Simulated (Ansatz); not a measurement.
Crystal: Hg.

```xyz
3
Lattice="4.5400 0.0000 0.0000 -2.2700 3.9318 0.0000 0.0000 0.0000 3.8700" Properties=species:S:1:pos:R:3 pbc="T T T"
Hg    2.2700    1.3106    1.9350
Hg    0.0000    0.0000    0.0000
Hg    0.0000    2.6212    1.9350
```

* Program: Ansatz 0.2.0
* Task: single point
* Functional: PBE
* Potentials or basis: Ansatz PAW
* Cutoff: 420 eV (not typed: the program's choice for these potentials)
* k mesh: 7 × 7 × 7
* Occupations: fermi-dirac, width 0.05 eV
* Spin: no spin polarisation

On this cell: pressure 12.8 GPa; largest force under 0.003 eV/Å; band gap on the k mesh none (metal or under the smearing width).

The same run follows on a disturbed copy (atoms moved at random, drawn with an rms of 0.05 Å):

```
Hg
1.0
     4.54000    0.00000    0.00000
    -2.27000    3.93176    0.00000
     0.00000    0.00000    3.87000
Hg
3
Direct
  0.66423 0.34146 0.50167
  0.99223 0.99233 0.01562
  0.33853 0.66562 0.49406
```

What does the disturbed cell give?

The energy (extrapolated to zero smearing) moves by +10.7 meV/atom; pressure 13.0 GPa; largest force 0.845 eV/Å; band gap on the k mesh none (metal or under the smearing width).

Forces in eV/Å, atoms in the order of the input:
```
Hg   0.679 -0.485  0.136
Hg   0.037  0.090 -0.141
Hg  -0.716  0.394  0.005
```

Stress tensor (GPa, compression positive):
```
18.89 -2.08  0.01
-2.08 16.21 -0.09
 0.01 -0.09  4.04
```
